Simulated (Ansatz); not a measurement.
NaCl (CsCl type), relaxed with r2SCAN in Ansatz 0.2.0. It is cubic, Pm-3m (No. 221); conventional cell a = 3.460 Å, 20.70 Å³ an atom. Na is surrounded by 8 Cl at 3.00 Å; Cl is surrounded by 8 Na at 3.00 Å.

The axes x, y and z are those of this cell:
```yaml
crystal:
  lattice:
    - [3.45955, 0.00000, 0.00000]
    - [0.00000, 3.45955, 0.00000]
    - [0.00000, 0.00000, 3.45955]
  atoms:
    - { symbol: Na, position: [0.00000, 0.00000, 0.00000] }
    - { symbol: Cl, position: [0.50000, 0.50000, 0.50000] }
```

Unstrained: PBE gives an indirect gap of 4.105 eV, from M to Γ; the least direct gap is 4.626 eV at Γ. With r2SCAN the valence top lies at M and the conduction bottom at Γ, 4.916 eV higher; the smallest vertical gap, at Γ, is 5.454 eV. The HSE06 gap is indirect, 5.429 eV (M to Γ), below the direct gap of 5.993 eV at Γ. Meshes: PBE 8×8×8, r2SCAN 8×8×8, HSE06 6×6×6. Strains are changes of length per length, and xy shears are angles. After each strain the atoms were relaxed again with r2SCAN within the symmetry that the strain leaves, so tilts or polar shifts that break it weren't tested; points keep the names that they have in the unstrained zone. All values are calculated for a non-magnetic cell, which may be hypothetical.

(1) Estimate what xy shear, engineering strain (angle) +0.45 % does to the gap.

(2) For epitaxial +4.47 % in the plane normal to [111], how far does the free direction move, and what happens to the gap?

(3) Estimate what epitaxial -0.85 % in the xy plane, free normal strain +0.05 % does to the gap.

(4) Order the strained cells by their HSE06 gap, smallest first.
A. epitaxial +4.47 % in the plane normal to [111]
B. epitaxial -0.85 % in the xy plane
C. xy shear, engineering strain (angle) +0.45 %

Results:

(1) PBE: the gap goes from 4.105 to 4.105 eV (0.000 eV). r2SCAN: the gap goes from 4.916 to 4.916 eV (0.000 eV). HSE06: the gap goes from 5.429 to 5.429 eV (0.000 eV). The r2SCAN energy rises by 0.0 meV an atom.

(2) The normal strain at zero normal stress is -5.91 %, 1.32 of the in-plane strain with the sign turned. PBE: the gap goes from 4.105 to 4.080 eV (-0.025 eV). r2SCAN: the gap goes from 4.916 to 4.881 eV (-0.035 eV). HSE06: the gap goes from 5.429 to 5.402 eV (-0.027 eV).

(3) PBE: the gap goes from 4.105 to 4.143 eV (+0.038 eV). r2SCAN: the gap goes from 4.916 to 4.958 eV (+0.042 eV). HSE06: the gap goes from 5.429 to 5.471 eV (+0.042 eV). The r2SCAN energy rises by 0.9 meV an atom.

(4) A (5.40 eV), C (5.43 eV), B (5.47 eV).

The meshes of the hybrids are coarse, so their gaps aren't converged to the digits shown.
